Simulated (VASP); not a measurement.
MnO:

```
Mn O
1.0
     2.97129   -1.71698    0.00000
     2.97129    1.71698    0.00000
    -1.98463    0.00000    2.81031
Mn O
1 1
Direct
  0.50020 0.50020 0.50067
  0.74980 0.74980 0.24934
```

The cell comes from a database or a generator and needn't be the stable form of this composition.

Base run:

* Program: VASP 6.6.1
* Functional: AM05
* Potentials or basis: VASP PAW PBE potentials, release 64 (Mn_pv, O)
* Cutoff: 520 eV
* k mesh: 7 × 7 × 7
* Occupations: fermi-dirac, width 0.05 eV
* Spin: collinear spin, ferromagnetic start
* Starting moments: [4.0, 0.0] μB

Its results: pressure -7.4 GPa; net moment 5.00 μB per cell; site moments Mn +4.43; O +0.17 μB.

Problem. The run is repeated on the same cell with these changes: functional from AM05 to PBEsol. What comes out?

Solution. Pressure -8.1 GPa; net moment 5.00 μB per cell; site moments Mn +4.43; O +0.18 μB.

Caveats: the PAW data sets were made with another functional, which shifts forces and pressure a little; a cell with one magnetic atom can't hold antiferromagnetic order, which such compounds often take.
